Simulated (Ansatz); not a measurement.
The polar optical mode of ZnS at 1 GPa, worked through

The calculation used DFT PBEsol, scalar-relativistic, plane waves, PAW in Ansatz. Cutoff 420 eV, 10×10×10 k-points (Γ-centred), fixed occupations. No spin polarisation. Phonons by linear response, acoustic sum rule imposed.

The cell, relaxed at 1 GPa:
```
Zn S
1.0
     0.00000    2.66716    2.66716
     2.66716    0.00000    2.66716
     2.66716    2.66716    0.00000
Zn S
1 1
Cartesian
  0.0000 0.0000 0.0000
  4.0007 4.0007 4.0007
```

Linear response gives ν_TO = 284.9 cm⁻¹, Born charges ±1.930 e (positive on Zn) and ε∞ = 6.091. The primitive cell holds 37.947 Å³, and the masses are 65.380 and 32.060 amu.

**Question.** Find ν_LO and the static dielectric constant.

**Answer.** The long-wave field adds a restoring force: ω_LO² − ω_TO² = Z*²e²/(ε_vac ε∞ μV). In these units ν_LO² − ν_TO² = 4.92064×10⁷ Z*²/(μ V ε∞) cm⁻², with μ = m₁m₂/(m₁ + m₂) = 21.512 amu: 36875 cm⁻². So ν_LO = √(284.9² + 36875) = 343.6 cm⁻¹, and the run gives 343.6. Lyddane–Sachs–Teller then gives ε0 = ε∞ (ν_LO/ν_TO)² = 8.86, against 8.86 in the run (it forms both from the same three quantities, so the match checks the arithmetic only). Between ν_TO and ν_LO the dielectric function is negative and an undamped crystal reflects fully: a reststrahlen band from 29.1 to 35.1 μm.

**Question.** What do the Clausius–Mossotti polarisability and the Szigeti charge come to?

**Answer.** With the Lorentz local field, α = (3V/4π)(ε∞ − 1)/(ε∞ + 2) = 5.70 Å³ for the pair, and e_S = 3Z*/(ε∞ + 2) = 0.72 e. The Born charge includes the electrons' response to the dipole's own local field, and e_S takes that enhancement out. The Lorentz field assumes point-like polarisable ions, a poor picture once ε∞ is this large, since the electron clouds then overlap or are shared, so both numbers are formal here.

**Question.** How strongly does a slow electron couple to the LO mode?

**Answer.** For one isotropic parabolic band, Fröhlich's constant is α_F = (1/ε∞ − 1/ε0) √(m* Ry/ħω_LO), with Ry = 13.606 eV, ħω_LO = 42.6 meV and m* in free-electron masses: α_F = 0.0513 × 17.87 × √m* = 0.92 √m*. The band mass isn't part of this run; for m* = 0.1, 0.3 and 1 it gives 0.29, 0.50, 0.92. In weak coupling the polaron lies α_F ħω_LO below the band edge (21 meV at m* = 0.3) with a mass m*(1 + α_F/6); past α_F of about 5 or 6 that expansion fails. A semilocal functional's ε∞ tends to be too large, which taken alone lowers α_F.

Cost: 1 run of about 1.3 core-minutes, on Intel Xeon Platinum 8259CL (Skylake/Cascade Lake) (shared hosts).

The LO–TO splitting reflects the macroscopic field set up by the polar displacement, yet most of the static dielectric constant of 8.86 is already present in the electronic part, 6.091. A Born charge of 1.930 e, close to the nominal valence of zinc, doesn't make ZnS a fully ionic crystal. The bond is polar-covalent, and the charge also contains electron density that shifts between S 3p and Zn 4s states as the bond length changes.

The splitting is narrower than experiment would suggest, with the LO mode too soft. Probably the electronic screening is too strong and weakens the long-range field. That error doesn't enter the lattice part of the static constant directly, since this depends on the Born charge, the cell volume and the TO frequency.

For electrons in the light, s-like conduction band, the coupling points to a large, mobile polaron rather than self-trapping. The estimate doesn't carry over to holes, whose S 3p bands are degenerate and warped at the zone centre.
